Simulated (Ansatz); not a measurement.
Runs of Ansatz 0.2.0 on BaTiO3. The typed cell holds 5 atoms: a = 4.000 Å, b = 4.000 Å, c = 4.018 Å, α = 90.00°, β = 90.00°, γ = 90.00°. 

| task | level | U | cell | cutoff (eV) | hubbard projectors | double counting | gap on the mesh (eV) | pressure (GPa) | relaxed volume (Å³/atom) |
| --- | --- | --- | --- | --- | --- | --- | --- | --- | --- |
| relaxation of cell and atoms | PBEsol+U | Ti d U = 5 eV | relaxed | 420 | ortho-atomic (the default) | fll (the default) | 2.45 | 0.0 | 12.64 |
| single point | PBE | - | as given | 300 | - | - | (a) | 2.4 | - |
| relaxation of cell and atoms | PBE+D3(BJ) | - | relaxed | 420 | - | - | 2.50 | 0.0 | (b) |
| relaxation of cell and atoms | r2SCAN+D3(BJ) | - | relaxed | 500 | - | - | (c) | 0.0 | 12.85 |

Alike in all rows: potentials or basis Ansatz PAW; no spin polarisation; k mesh 7 × 7 × 7; smearing fermi-dirac 0.05 eV.

Task: Estimate the missing entries.

Result: (a) 1.98; (b) 12.97; (c) 2.84.

Caveats: odd divisions of the mesh miss points on the zone boundary, where band edges often lie, so the gap on the mesh can be too wide; spin-orbit coupling is left out, which moves the levels of the heavy elements; the plane-wave basis is chosen anew once the cell has moved, so the energies of steps on either side of that aren't comparable (some runs); the PAW data sets come from PBE, with cores solved anew for the run's functional, which leaves a small shift of forces and pressure (some runs); the pressure holds a Pulay correction of +23.9 GPa for the finite cutoff (some runs); forces of over 1 eV/Å show positions far from the minimum, so gaps and moduli don't describe the material at rest (some runs); the cutoff lies under the one recommended for these potentials (some runs).

A k mesh can miss the band edges, and the runs leave out spin-orbit coupling on Ba.
